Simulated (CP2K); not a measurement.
**CsBr under changes of volume**

One of the cells (40.468 Å³/atom); the others are scaled copies at fixed shape and fractional positions:

```
Cs Br
1.0
     4.32562    0.00000    0.00000
     0.00000    4.32562    0.00000
     0.00000    0.00000    4.32562
Cs Br
1 1
Direct
  0.00000 0.00000 0.00000
  0.50000 0.50000 0.50000
```

The cell comes from a database or a generator and needn't be the stable form of this composition.

| Quantity | Value |
| --- | --- |
| Program | CP2K 2026.2 |
| Functional | LDA |
| Potentials or basis | GTH_POTENTIALS Cs GTH-PADE-q9, Br GTH-PADE-q7; TZVP-MOLOPT-PBE-GTH basis |
| Density cutoff | 6123 eV |
| k mesh | 6 × 6 × 6 |
| Occupations | fermi-dirac, width 0.05 eV |
| Spin | no spin polarisation |

| volume (Å³/atom) | energy over the lowest point (meV/atom) | pressure (GPa) | gap on the mesh (eV) |
| --- | --- | --- | --- |
| 38.040 | 0.00 | -0.7 | 4.23 |
| 38.850 | 4.59 | -1.1 | 4.14 |
| 39.659 | 10.69 | -1.3 | 4.06 |
| 40.468 | 18.13 | -1.6 | 3.98 |
| 41.278 | 26.71 | -1.8 | 3.90 |
| 42.087 | 36.28 | -2.0 | 3.83 |
| 42.896 | ? | ? | ? |

What does the run at 42.896 Å³/atom give?

Energy over the lowest point 46.71 meV/atom; pressure -2.1 GPa; gap on the mesh 3.77 eV.

Worked out: A Birch-Murnaghan fit of order 3 (a polynomial in V^(-2/3)) to the other rows has no minimum within the range. It gives 46.70 meV/atom at 42.896 Å³/atom, against the run's 46.71, and -dE/dV = -2.1 GPa, against -2.1. A straight line through the other rows of the gap, of slope -3.96 eV per unit of ln V, extrapolates to 3.75 eV, against the run's 3.77.

Energies are extrapolated to zero smearing.

Caveats: spin-orbit coupling is left out, which moves the levels of the heavy elements; the basis of atomic orbitals isn't converged, which shifts pressures, moduli and gaps.

A mesh can miss the band edges.
